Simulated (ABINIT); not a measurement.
# W (Im-3m) in ABINIT: single point with PBEsol

Aim: the single point of W with PBEsol.

Everything below comes from runs of ABINIT 10.8.3 (patched build). Logs are shortened: lines on timing, memory, paths and dates and some standing lists are left out, and cuts for length are marked. The log counts tension as positive stress, the text compression.

## (1) The crystal as given

The structure is cubic, space group Im-3m (No. 229). The conventional cell has a = 3.165 Å, b = 3.165 Å, c = 3.165 Å, α = 90.00°, β = 90.00°, γ = 90.00°. W (site symmetry m-3m) has 8 W at 2.74 Å as nearest neighbours.

## (2) Single point, PBEsol

Input file run.abi:

```
# Pseudopotentials
pp_dirpath "./"
pseudos "W.upf"

# Structure
acell 3*1.0
rprim
    -2.9901986847     2.9901986847     2.9901986847
     2.9901986847    -2.9901986847     2.9901986847
     2.9901986847     2.9901986847    -2.9901986847
ntypat 1
znucl 74
natom 1
typat 1
xred
     0.0000000000     0.0000000000     0.0000000000

# Plane-wave basis
ecut 31.0

# k points
kptopt 1
ngkpt 9 9 9
nshiftk 1
shiftk 0.0 0.0 0.0

# Exchange and correlation
ixc -116133

# Bands and occupations
nband 11
occopt 3
tsmear 0.00183747

# SCF cycle
nstep 100
tolvrs 1.0e-10

# Output
iomode 3
prtwf 0
prteig 0
prtebands 0
enunit 2
prtden 1
prtvha 1
prtvclmb 1
prtpot 1
prtelf 1
```

Potentials or basis: PseudoDojo NC SR PBEsol v0.4.1 standard.

The run is started by

```console
$ abinit run.abi > log 2>&1
```

run.abo:

```text
.Version 10.8.3 of ABINIT
 Symmetries : space group Im -3 m (#229); Bravais cI (body-center cubic)
================================================================================
 Values of the parameters that define the memory need of the present run
     intxc =       0    ionmov =       0      iscf =       7    lmnmax =       8
     lnmax =       8     mgfft =      27  mpssoang =       4    mqgrid =    3001
     natom =       1  nloc_mem =       1    nspden =       1   nspinor =       1
    nsppol =       1      nsym =      48    n1xccc =    2501    ntypat =       1
    occopt =       3   xclevel =       2
       mpw =         911          nfft =       19683          nkpt =          35
================================================================================
================================================================================

--------------------------------------------------------------------------------
------------- Echo of variables that govern the present computation ------------
--------------------------------------------------------------------------------
 -outvars: echo values of preprocessed input variables --------
            acell      1.0000000000E+00  1.0000000000E+00  1.0000000000E+00 Bohr
              amu      1.83850000E+02
             ecut      3.10000000E+01 Hartree
           enunit           2
              ixc     -116133
         kptrlatt        9    0    0      0    9    0      0    0    9
          kptrlen      4.66125844E+01
            natom           1
            nband          11
            ngfft          27      27      27
             nkpt          35
            nstep         100
             nsym          48
           ntypat           1
           occopt           3
        prtebands           0
           prteig           0
           prtelf           1
           prtpot           1
         prtvclmb           1
           prtvha           1
            prtwf           0
            rprim     -2.9901986847E+00  2.9901986847E+00  2.9901986847E+00
                       2.9901986847E+00 -2.9901986847E+00  2.9901986847E+00
                       2.9901986847E+00  2.9901986847E+00 -2.9901986847E+00
          spgroup         229
           tolvrs      1.00000000E-10
           tsmear      1.83747000E-03 Hartree
            typat      1
            znucl       74.00000

================================================================================

 chkinp: Checking input parameters for consistency.

================================================================================
== DATASET  1 ==================================================================

--- !DatasetInfo
iteration_state: {dtset: 1, }
dimensions: {natom: 1, nkpt: 35, mband: 11, nsppol: 1, nspinor: 1, nspden: 1, mpw: 911, }
cutoff_energies: {ecut:  31.0, pawecutdg:  -1.0, }
electrons: {nelect:   1.40000000E+01, charge:   0.00000000E+00, occopt:   3.00000000E+00, tsmear:   1.83747000E-03, }
meta: {optdriver: 0, ionmov: 0, optcell: 0, iscf: 7, paral_kgb: 0, }
...

 Real(R)+Recip(G) space primitive vectors, cartesian coordinates (Bohr,Bohr^-1):
 R(1)= -2.9901987  2.9901987  2.9901987  G(1)=  0.0000000  0.1672130  0.1672130
 R(2)=  2.9901987 -2.9901987  2.9901987  G(2)=  0.1672130  0.0000000  0.1672130
 R(3)=  2.9901987  2.9901987 -2.9901987  G(3)=  0.1672130  0.1672130  0.0000000
 Unit cell volume ucvol=  1.0694491E+02 bohr^3
 Angles (23,13,12)=  1.09471221E+02  1.09471221E+02  1.09471221E+02 degrees

 getcut: wavevector=  0.0000  0.0000  0.0000  ngfft=  27  27  27
         ecut(hartree)=     31.000   => boxcut(ratio)=   2.00590

--- Pseudopotential description ------------------------------------------------
- pspini: atom type   1  psp file is ./W.upf
12 -116133 3 -1 1396                          pspcod,pspxc,lmax,lloc,mmax
     nproj     2     2     2     2

   1.61191382E+02                                ecore*ucvol(ha*bohr**3)
--------------------------------------------------------------------------------

================================================================================

--- !BeginCycle
iteration_state: {dtset: 1, }
solver: {iscf: 7, nstep: 100, nline: 4, wfoptalg: 0, }
tolerances: {tolvrs: 1.00E-10, }
...

     iter   Etot(hartree)      deltaE(h)  residm     vres2
 ETOT  1  -75.808681654734    -7.581E+01 1.843E-01 2.324E+01
 ETOT  2  -75.831187984497    -2.251E-02 1.290E-02 2.522E+00
 ETOT  3  -75.831849548972    -6.616E-04 3.439E-03 2.197E-03
 ETOT  4  -75.831850322048    -7.731E-07 1.082E-03 1.331E-06
 ETOT  5  -75.831850322447    -3.993E-10 3.701E-04 2.304E-08
 ETOT  6  -75.831850322453    -6.409E-12 5.042E-04 1.399E-10
 ETOT  7  -75.831850322454    -3.553E-13 9.072E-05 9.275E-15

 At SCF step    7       vres2   =  9.28E-15 < tolvrs=  1.00E-10 =>converged.

 Compute ELF
--------------------------------------------------------------------------------

 Compute kinetic energy density

 Compute gradient of the electron density
 Electron Localization Function (ELF) [min:0;max:1]
)     Maximum=    8.3717E-01  at reduced coord.    0.7778    0.9630    0.9630
)     Minimum=    1.2307E-03  at reduced coord.    0.0000    0.0000    0.0000
   Integrated=    4.1637E+01

--------------------------------------------------------------------------------
 End of ELF section

 Cartesian components of stress tensor (hartree/bohr^3)
  sigma(1 1)=  1.15019338E-04  sigma(3 2)=  0.00000000E+00
  sigma(2 2)=  1.15019338E-04  sigma(3 1)=  0.00000000E+00
  sigma(3 3)=  1.15019338E-04  sigma(2 1)=  0.00000000E+00

--- !ResultsGS
iteration_state: {dtset: 1, }
comment   : Summary of ground state results
lattice_vectors:
- [ -2.9901987,   2.9901987,   2.9901987, ]
- [  2.9901987,  -2.9901987,   2.9901987, ]
- [  2.9901987,   2.9901987,  -2.9901987, ]
lattice_lengths: [   5.17918,    5.17918,    5.17918, ]
lattice_angles: [109.471, 109.471, 109.471, ] # degrees, (23, 13, 12)
lattice_volume:   1.0694491E+02
convergence: {deltae: -3.553E-13, res2:  9.275E-15, residm:  9.072E-05, diffor: null, }
etotal    :  -7.58318503E+01
entropy   :   0.00000000E+00
fermie    :   7.16666553E-01
cartesian_stress_tensor: # hartree/bohr^3
- [  1.15019338E-04,   0.00000000E+00,   0.00000000E+00, ]
- [  0.00000000E+00,   1.15019338E-04,   0.00000000E+00, ]
- [  0.00000000E+00,   0.00000000E+00,   1.15019338E-04, ]
pressure_GPa:  -3.3840E+00
xred      :
- [  0.0000E+00,   0.0000E+00,   0.0000E+00,  W]
cartesian_forces: # hartree/bohr
- [ -0.00000000E+00,  -0.00000000E+00,  -0.00000000E+00, ]
force_length_stats: {min:   0.00000000E+00, max:   0.00000000E+00, mean:   0.00000000E+00, }
...

 Integrated electronic density in atomic spheres:
 ------------------------------------------------
 Atom  Sphere_radius  Integrated_density
    1        2.00000         10.17685407
================================================================================

 ----iterations are completed or convergence reached----

 Mean square residual over all n,k,spin=   73.428E-08; max=  90.721E-06
 reduced coordinates (array xred) for    1 atoms
       0.000000000000      0.000000000000      0.000000000000
 rms dE/dt=  0.0000E+00; max dE/dt=  0.0000E+00; dE/dt below (all hartree)
    1       0.000000000000      0.000000000000      0.000000000000

 cartesian coordinates (angstrom) at end:
    1      0.00000000000000     0.00000000000000     0.00000000000000

 cartesian forces (hartree/bohr) at end:
    1     -0.00000000000000    -0.00000000000000    -0.00000000000000
 frms,max,avg= 0.0000000E+00 0.0000000E+00   0.000E+00  0.000E+00  0.000E+00 h/b

 cartesian forces (eV/Angstrom) at end:
    1     -0.00000000000000    -0.00000000000000    -0.00000000000000
 frms,max,avg= 0.0000000E+00 0.0000000E+00   0.000E+00  0.000E+00  0.000E+00 e/A
 length scales=  1.000000000000  1.000000000000  1.000000000000 bohr
              =  0.529177210544  0.529177210544  0.529177210544 angstroms
 Fermi (or HOMO) energy (hartree) =   0.71667   Average Vxc (hartree)=  -0.52243
 Eigenvalues (hartree) for nkpt=  35  k points:
 kpt#   1, nband= 11, wtk=  0.00137, kpt=  0.0000  0.0000  0.0000 (reduced coord)
  -2.01069   -0.67129   -0.67129   -0.67129    0.35993    0.66906    0.66906    0.66906
   0.79658    0.79658    1.24795
      occupation numbers for kpt#   1
   2.00000    2.00000    2.00000    2.00000    2.00000    2.00000    2.00000    2.00000
   0.00000    0.00000    0.00000
 prteigrs : prtvol=0 or 1, do not print more k-points.

 Fermi (or HOMO) energy (eV) =  19.50149   Average Vxc (eV)= -14.21599
 Eigenvalues (   eV  ) for nkpt=  35  k points:
 kpt#   1, nband= 11, wtk=  0.00137, kpt=  0.0000  0.0000  0.0000 (reduced coord)
 -54.71353  -18.26679  -18.26679  -18.26679    9.79410   18.20615   18.20615   18.20615
  21.67595   21.67595   33.95843
 prteigrs : prtvol=0 or 1, do not print more k-points.

--- !EnergyTerms
iteration_state     : {dtset: 1, }
comment             : Components of total free energy in Hartree
kinetic             :  2.03017385043039E+01
hartree             :  8.00797803889375E+00
xc                  : -1.64721378779311E+01
Ewald energy        : -5.96356489414546E+01
psp_core            :  1.50723749579505E+00
local_psp           : -4.21911317444119E+01
non_local_psp       :  1.26504246550100E+01
internal            : -7.58315398697950E+01
'-kT*entropy'       : -3.10452658654959E-04
total_energy        : -7.58318503224536E+01
total_energy_eV     : -2.06348976887171E+03
band_energy         : -4.63095314487038E+00
...

 Cartesian components of stress tensor (hartree/bohr^3)
  sigma(1 1)=  1.15019338E-04  sigma(3 2)=  0.00000000E+00
  sigma(2 2)=  1.15019338E-04  sigma(3 1)=  0.00000000E+00
  sigma(3 3)=  1.15019338E-04  sigma(2 1)=  0.00000000E+00

-Cartesian components of stress tensor (GPa)         [Pressure= -3.3840E+00 GPa]
- sigma(1 1)=  3.38398577E+00  sigma(3 2)=  0.00000000E+00
- sigma(2 2)=  3.38398577E+00  sigma(3 1)=  0.00000000E+00
- sigma(3 3)=  3.38398577E+00  sigma(2 1)=  0.00000000E+00

== END DATASET(S) ==============================================================
================================================================================

 -outvars: echo values of variables after computation  --------
            acell      1.0000000000E+00  1.0000000000E+00  1.0000000000E+00 Bohr
           etotal     -7.5831850322E+01
            fcart     -0.0000000000E+00 -0.0000000000E+00 -0.0000000000E+00
            rprim     -2.9901986847E+00  2.9901986847E+00  2.9901986847E+00
                       2.9901986847E+00 -2.9901986847E+00  2.9901986847E+00
                       2.9901986847E+00  2.9901986847E+00 -2.9901986847E+00
           strten      1.1501933842E-04  1.1501933842E-04  1.1501933842E-04
                       0.0000000000E+00  0.0000000000E+00  0.0000000000E+00
 Calculation completed.
```

Wall time 7.8 s (1 thread of Arm Neoverse V2, shared host); peak memory 0.06 GiB.

What came out:

```
Free energy                                           : -2063.4898 eV
Pressure                                              : -3.4 GPa
Band gap on the k mesh                                : none (metal or under the smearing width)
Valence electrons inside the program's atomic spheres : W 10.18 (radii [1.0584] Å)
```

Caveat: the cutoff is short for stress, so the pressure is rough.
